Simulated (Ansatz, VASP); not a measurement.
## Two plane-wave programs on Mo

INCAR

```
PREC = Accurate
ENCUT = 520
EDIFF = 1E-6
ISMEAR = 0
SIGMA = 0.15
LREAL = False
LASPH = True
NELM = 80
ALGO = Fast
ISIF = 2
LWAVE = False
LCHARG = False
GGA = PE
NBANDS = 13
```

Contents of KPOINTS:

```
Automatic mesh
0
Gamma
  24 24 20
```

POSCAR

```
Mo
1.0
    2.8126072637      0.0000000000      0.0000000000
   -1.4063036318      2.4357893412      0.0000000000
    0.0000000000      0.0000000000      2.4170195880
Mo
1
Direct
    0.0000000000      0.0000000000      0.5000000000
```

Input for Ansatz:

```yaml
crystal:
  lattice:
    - [2.8126072637, 0.0, 0.0]
    - [-1.4063036318, 2.4357893412, 0.0]
    - [0.0, 0.0, 2.417019588]
  atoms:
    - { symbol: Mo, position: [0.0, 0.0, 0.5] }
basis:
  ecutwfc: 420
kpoints:
  mp_grid: { grid: [24, 24, 20] }
hamiltonian:
  xc: pbe
scf:
  occupations: { method: gaussian, width: 0.15 }
output:
  forces: true
  stress: true
  eigenvalues: true
```

Alike in both runs: task single point; functional PBE; k mesh 24 × 24 × 20; occupations gaussian, width 0.15 eV; no spin polarisation.

|  | VASP | Ansatz |
| --- | --- | --- |
| version | VASP 6.6.1 | Ansatz 0.2.0 |
| potentials or method | VASP PAW PBE potentials, release 64 (Mo_sv) | scalar-relativistic, plane waves, PAW |
| plane-wave cutoff (eV) | 520 | 420 |
| valence electrons in the cell | 14 | 14 |

|  | VASP | Ansatz | Ansatz less VASP |
| --- | --- | --- | --- |
| gap on the k mesh at the Fermi level (eV) | none | none | - |
| pressure (GPa) | 4.8 | 4.1 | -0.67 |
| largest component of the traceless stress (GPa) | 10.73 | 10.18 | -0.544 |

A gap of «none» marks a metal or a gap that the smearing closes.
